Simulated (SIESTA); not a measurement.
## Ba in SIESTA: the effect of basis

Ba, a slab with vacuum:

```
Ba
1.0
     3.91000    0.00000    0.00000
    -1.95500    3.65000    0.00000
     0.00000    0.00000   20.70000
Ba
2
Direct
  0.00000 0.00000 0.36232
  0.00000 0.00000 0.63768
```

The slab is cut from a database's or a generator's crystal, which needn't be the stable form of the element.

Alike in all runs:

* Program: SIESTA 5.4.2
* Task: band structure
* Functional: PBE
* Potentials or basis: PseudoDojo 0.4 standard (PBE files)
* Grid cutoff: 500 Ry
* Energy shift: 0.003 Ry
* k mesh: 8 × 8 × 1
* Occupations: fermi-dirac, width 0.05 eV
* Spin: no spin polarisation

| basis | largest force (eV/Å) |
| --- | --- |
| SZP | 0.22 |
| DZP | 0.21 |
| DZDP | 0.21 |
| TZP | 0.21 |
| TZDP | ? |

What does the run with basis TZDP give?

Largest force 0.20 eV/Å.
